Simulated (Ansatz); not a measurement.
## InN in the wurtzite structure (space group P6_3mc, No. 186)

InN is modelled in the hexagonal space group P6₃mc (No. 186), the wurtzite structure, Pearson symbol hP4. Conventional cell: a = b = 3.5475 Å, c = 5.7226 Å, α = β = 90.00°, γ = 120.00°. In on 2b is coordinated by 4 N at 2.161–2.171 Å (tetrahedral). N on 2b is coordinated by 4 In at 2.161–2.171 Å (tetrahedral). (Neighbours: up to the widest gap in distance over summed covalent radii, below 1.35, at either atom; cation-cation and far metal-metal contacts left out.)

The values are results of r2SCAN (Ansatz, an electronic-structure program, PAW, no spin-orbit coupling), not measurements. Settings: 11×11×6 k-points, 0.05 eV Fermi–Dirac smearing.

| Property | Result |
|---|---|
| Volume per atom | 15.59 Å³ |
| Density | 6.86 g/cm³ |
| Band gap | 0.07 eV (uncertain: the edges found on the path are not clean extrema) |
| Total energy | -2998.415 eV/atom (σ→0; compares only within this code and set-up) |

Whether these cells are dynamically stable was not tested. A zero or small gap of InN can be the functional's error rather than a property of the material.
